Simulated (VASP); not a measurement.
A run of VASP 6.6.1:

INCAR

```
PREC     = Accurate       # precision mode
ENCUT    = 520            # plane-wave cutoff, eV
EDIFF    = 1E-6           # SCF threshold, eV
ISMEAR   = 0              # smearing method
SIGMA    = 0.05           # smearing width, eV
LREAL    = F              # projectors in reciprocal space
LASPH    = T              # aspherical terms in the spheres
NELM     = 80             # most SCF steps
ALGO     = Normal         # electronic algorithm
ISIF     = 2              # what is computed and relaxed
LWAVE    = F              # write WAVECAR
LCHARG   = T              # write CHGCAR
ISPIN    = 2              # spin polarisation
MAGMOM   = 1 0            # initial moments
LORBIT   = 11             # projections on sites
NUPDOWN  = 2              # fixed moment
LMAXMIX  = 4              # l up to which the mixer works
GGA      = PS             # functional
LELF     = T              # ELF
LVHAR    = T
```

File KPOINTS:

```
regular mesh
0
Gamma
  7 7 6
```

File POSCAR:

```
TiO
1.0
    3.0094341500      0.0000000000      0.0000000000
   -1.5047170800      2.6062464300      0.0000000000
    0.0000000000      0.0000000000      2.9370586300
Ti O
1 1
Direct
    0.0000000000      0.0000000000      0.0000000000
    0.6666666667      0.3333333333      0.5000000000
```

Potentials or basis: VASP PAW PBE potentials, release 64 (Ti_sv, O).

Launch:

```bash
$ cat potpaw_PBE.64/Ti_sv/POTCAR potpaw_PBE.64/O/POTCAR > POTCAR
$ mpirun -np 1 vasp_std > vasp.out
```

Hardware: 1 thread of Intel(R) Xeon(R) 6975P-C (Granite Rapids), on a shared host.

Task: Estimate the wall time of this run.

Result: Run time: 9 s on 1 thread of Intel(R) Xeon(R) 6975P-C (Granite Rapids), with other jobs on the host, peak memory 0.15 GiB. Counts: scf iterations 14, k points 32.
